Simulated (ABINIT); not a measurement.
# Quasiparticle gap of GaP (F-43m) in ABINIT, part 3 of 3

Wanted: ground state, empty states, screening and self-energy for GaP (F-43m).

ABINIT 10.8.3; PBE and many-body steps on it, plane waves. Known limits of the many-body steps: not at the basis limit; no spin-orbit coupling; coarse k mesh.

So far. Step 4 (Empty states on the mesh, 4×4×4 mesh, 169 bands): On this mesh the gap is 1.652 eV. Step 5 (Screening, 4×4×4 mesh, 161 bands, screening to 195.9 eV): Local fields lower ε∞ by 8 %. On a Γ-centred mesh this coarse the value itself is usually too large, while a short band sum pulls it down.

## Step 6: Self-energy, 4×4×4 mesh, 161 bands, screening to 195.9 eV

The self-energy is evaluated for the states that the input lists, and the levels follow from it, in one-shot runs by the linearised quasiparticle equation.

This step: G0W0 on PBE, plane waves, norm-conserving pseudopotentials.

run.abi reads:

```
acell 3*1.0 Angstrom
rprim 
  0.000000000000 2.725250000000 2.725250000000
  2.725250000000 0.000000000000 2.725250000000
  2.725250000000 2.725250000000 0.000000000000
ntypat 2
znucl 31 15
natom 2
typat 1 2
xred 
  0.000000000000 0.000000000000 0.000000000000
  0.250000000000 0.250000000000 0.250000000000
pp_dirpath "pseudos"
pseudos "Ga.upf, P.upf"
ecut 45
ngkpt 4 4 4
nshiftk 1
shiftk 0 0 0
kptopt 1
chksymbreak 0
istwfk *1
occopt 1
irdwfk 1
optdriver 4
nband 161
gwcalctyp 0
ecutsigx 45
symsigma 1
nkptgw 2
kptgw 
  0.0000000000 0.0000000000 0.0000000000
  0.5000000000 0.5000000000 0.0000000000
bdgw 
  11 17
  12 15
ecuteps 7.2
irdscr 1
ppmodel 1
indata_prefix "in"
outdata_prefix "out"
tmpdata_prefix "tmp"
```

Launch:

```sh
> OMP_NUM_THREADS=1 mpirun -n 4 abinit run.abi > log
```

Numbers of over 12 decimals in the logs are rounded to 6 here.

Output:

```text
.Version 10.8.3 of ABINIT. v10.8.2 released Aug 2026.

 Symmetries : space group F-4 3 m (#216); Bravais cF (face-center cubic)
[... echo of the input left out ...]
== DATASET  1 ==================================================================
-   mpi_nproc: 4, omp_nthreads: 1 (-1 if OMP is not activated)

--- !DatasetInfo
iteration_state: {dtset: 1, }
dimensions: {natom: 2, nkpt: 8, mband: 161, nsppol: 1, nspinor: 1, nspden: 1, mpw: 3972, }
cutoff_energies: {ecut:  45.0, pawecutdg:  -1.0, }
electrons: {nelect:   2.60000000E+01, charge:   0.00000000E+00, occopt:   1.00000000E+00, tsmear:   1.00000000E-02, }

 SIGMA: Calculation of the GW corrections

 Based on a program developped by R.W. Godby, V. Olevano, G. Onida, and L. Reining.
 Incorporated in ABINIT by V. Olevano, G.-M. Rignanese, and M. Torrent.
.Using double precision arithmetic ; gwpc =  8

[... cell and pseudopotentials left out ...]
--------------------------------------------------------------------------------

 ==== K-mesh for the wavefunctions ====
 Number of points in the irreducible wedge :     8
[... list of points left out ...]
 Together with 24 symmetry operations and time-reversal symmetry
 yields    64 points in the full Brillouin Zone.

 ==== Q-mesh for screening function ====
 Number of points in the irreducible wedge :     8
[... list of points left out ...]
 Together with 24 symmetry operations and time-reversal symmetry
 yields    64 points in the full Brillouin Zone.

 vcoul_init : cutoff-mode = AUXILIARY_FUNCTION
 q-points for optical limit:   1
     1)      0.000010    0.000020    0.000030
 setmesh: FFT mesh size selected  =    45x   45x   45
          total number of points  =        91125

 Number of electrons calculated from density =   26.0000; Expected =   26.0000
 average of density, n =  0.095176
 r_s =    1.3587
 omega_plasma =   29.7591 [eV]

 === KS Band Gaps ===
  >>>> For spin  1
   Minimum direct gap =   1.8094 [eV], located at k-point      :   0.0000  0.0000  0.0000
   Fundamental gap    =   1.6525 [eV], Top of valence bands at :   0.0000  0.0000  0.0000
                                       Bottom of conduction at :   0.5000  0.5000  0.0000
 SIGMA fundamental parameters:
 PLASMON POLE MODEL  1
 number of plane-waves for SigmaX                 3839
 number of plane-waves for SigmaC and W            259
 number of plane-waves for wavefunctions          3839
 number of bands                                   161
 number of independent spin polarizations            1
 number of spinorial components                      1
 number of k-points in IBZ                           8
 number of q-points in IBZ                           8
 number of symmetry operations                      24
 number of k-points in BZ                           64
 number of q-points in BZ                           64
 number of frequencies for dSigma/dE                 9
 frequency step for dSigma/dE [eV]                0.25
 number of omega for Sigma on real axis              0
 max omega for Sigma on real axis  [eV]           0.00
 zcut for avoiding poles [eV]                     0.10

 EPSILON^-1 parameters (SCR file):
 dimension of the eps^-1 matrix on file            259
 dimension of the eps^-1 matrix used               259
 number of plane-waves for wavefunctions          3839
 number of bands                                   161
 number of q-points in IBZ                           8
 number of frequencies                               2
 number of real frequencies                          1
 number of imag frequencies                          1

 matrix elements of self-energy operator (all in [eV])

 Perturbative Calculation

--- !SelfEnergy_ee
iteration_state: {dtset: 1, }
kpoint     : [   0.000,    0.000,    0.000, ]
spin       : 1
KS_gap     :    1.809
QP_gap     :    2.655
Delta_QP_KS:    0.846
data: !SigmaeeData |
     Band     E0 <VxcDFT>   SigX SigC(E0)      Z dSigC/dE  Sig(E)    E-E0       E
       11   5.227 -13.290 -15.271   1.072   0.785  -0.274 -14.004  -0.714   4.513
       12   5.227 -13.290 -15.271   1.072   0.785  -0.274 -14.004  -0.714   4.513
       13   5.227 -13.290 -15.271   1.072   0.785  -0.274 -14.004  -0.714   4.513
       14   7.037 -12.704  -8.093  -4.444   0.792  -0.263 -12.572   0.132   7.169
       15   9.112 -11.361  -6.717  -4.410   0.799  -0.251 -11.174   0.187   9.299
       16   9.112 -11.361  -6.717  -4.410   0.799  -0.251 -11.174   0.187   9.299
       17   9.112 -11.361  -6.717  -4.410   0.799  -0.251 -11.174   0.187   9.299

--- !SelfEnergy_ee
iteration_state: {dtset: 1, }
kpoint     : [   0.500,    0.500,    0.000, ]
spin       : 1
KS_gap     :    4.338
QP_gap     :    5.045
Delta_QP_KS:    0.707
data: !SigmaeeData |
     Band     E0 <VxcDFT>   SigX SigC(E0)      Z dSigC/dE  Sig(E)    E-E0       E
       12   2.542 -11.795 -14.741   1.899   0.778  -0.285 -12.610  -0.815   1.727
       13   2.542 -11.795 -14.741   1.899   0.778  -0.285 -12.610  -0.815   1.727
       14   6.880  -9.776  -5.923  -3.986   0.809  -0.236  -9.884  -0.107   6.772
       15   7.048 -10.956  -6.909  -4.030   0.803  -0.245 -10.942   0.014   7.061

== END DATASET(S) ==============================================================
================================================================================

 -outvars: echo values of variables after computation  --------
           etotal      0.0000000000E+00
            nband         161
             nkpt           8
          spgroup         216
 [... the other variables as echoed above ...]

 Calculation completed.
```

Run time: 19 s. Hardware: 4 MPI ranks of Arm Neoverse V1, shared host; peak memory 1.2 GiB.

This step gave:

```yaml
g0w0_gap_on_the_points_computed: 2.259 eV
starting_gap_on_the_mesh: 1.652 eV
k_of_the_valence_top: 0, 0, 0
k_of_the_conduction_bottom: 0.5, 0.5, 0
z_at_the_valence_top: 0.785
z_at_the_conduction_bottom: 0.809
least_direct_g0w0_gap_on_the_computed_points: 2.656 eV
```

The gap on the mesh goes from 1.65 eV to 2.26 eV, a correction of +0.61 eV.

Limits: finite bands, cutoff and mesh; no spin-orbit coupling; coarse k mesh. v1 is the top filled band, c1 the lowest empty one. The levels before and after the correction (eV, zero at the valence-band top of each column):

```csv
,conduction bottom,valence top
Kohn-Sham,1.65,0.00
G0W0,2.26,0.00
```

```csv
,level,energy (eV)
Kohn-Sham,Γ v3-v1,0.000
Kohn-Sham,Γ c1,1.809
Kohn-Sham,Γ c2-c4,3.885
Kohn-Sham,(0.5 0.5 0) v2-v1,-2.685
Kohn-Sham,(0.5 0.5 0) c1,1.652
Kohn-Sham,(0.5 0.5 0) c2,1.820
G0W0,Γ v3-v1,0.000
G0W0,Γ c1,2.656
G0W0,Γ c2-c4,4.786
G0W0,(0.5 0.5 0) v2-v1,-2.786
G0W0,(0.5 0.5 0) c1,2.259
G0W0,(0.5 0.5 0) c2,2.548
```

## Step 7: Where the time went

Times are wall times on 4 MPI ranks of Arm Neoverse V1, shared host, good to a factor of about two.

```csv
step,time,share,memory (GiB)
ground state,17 s,8 %,0.32
bands along the symmetry lines,22 s,10 %,0.31
empty states on the mesh,1.7 min,47 %,3.6
screening,61 s,27 %,1.3
self-energy,19 s,8 %,1.2
```

## Step 8: What came out

```json
{
  "PBE gap": "1.59 eV, indirect",
  "G0W0 gap on the mesh": "2.26 eV",
  "G0W0 gap over the zone (rigid shift)": "2.20 eV",
  "GW settings": "4×4×4 mesh, 161 bands, screening to 195.9 eV, Godby-Needs plasmon pole",
  "known limits": "not at the basis limit; no spin-orbit coupling; coarse k mesh"
}
```

**Reading.** G0W0 moves the gap on the mesh from 1.65 eV to 2.26 eV (+0.61 eV), with Z of 0.79 and 0.81 at the edges. The mesh misses the band edges by 0.06 eV in all; a rigid shift gives 2.20 eV for the zone. Local fields lower the RPA ε∞ on this mesh from 19.72 to 18.15; a Γ-centred mesh this coarse tends to raise both, most where the direct gap is narrow, while a short band sum lowers them. Only 2 of the mesh's irreducible points were corrected, so a valley elsewhere could overtake. The dearest step here is «empty states on the mesh». Against experiment, by G0W0@PBE: the gap of 2.20 eV lies −0.05 eV from the measured 2.25 ± 0.04 eV (indirect, 300 K, on Si, 2020). The calculation has static nuclei and no excitons; a measured gap holds zero-point and thermal motion, which mostly lowers it. Bands and cutoff are finite, so the gap is not at the basis limit. The miss can reach some tenths of an eV and take either sign; the mesh is an error of its own. In the G0W0 run levels were corrected at 2 k points alone, so a gap called «on the mesh» is the least over those, and an edge elsewhere would be missed. A denser mesh or path gives a starting gap of 1.59 eV: the GW mesh misses a band edge, so its gaps are not the fundamental one. The 4×4×4 mesh is coarse for this cell, which bears on the long-range parts of exchange and screening. The many-body steps are scalar-relativistic: spin-orbit coupling is not in them.

[Paths, hosts, dates, memory and timing lines, banners, echoed tables and standing remarks are left out of the program output.]

[Logs are printed without paths, hosts, clocks, repeated set-up lines and the standing remarks that a program may print on its own settings, such as how far it seeks lower states.]

[Runs of the session that timed out or met a known fault of the program may be left out.]

[Hosts, paths, dates, database ids (printed as entryN), source tags and the programs' standing remarks are cut or masked in the printed files.]

[G0W0 gaps are taken among the corrected bands and points alone; a level outside them can change the order at an edge.]

[Where Ansatz stands beside ABINIT at settings called matched, ABINIT's density can come from a denser mesh and the files from another edition; pairs whose starting gaps differed by over 0.03 eV were left out, so agreement reads better than it is.]
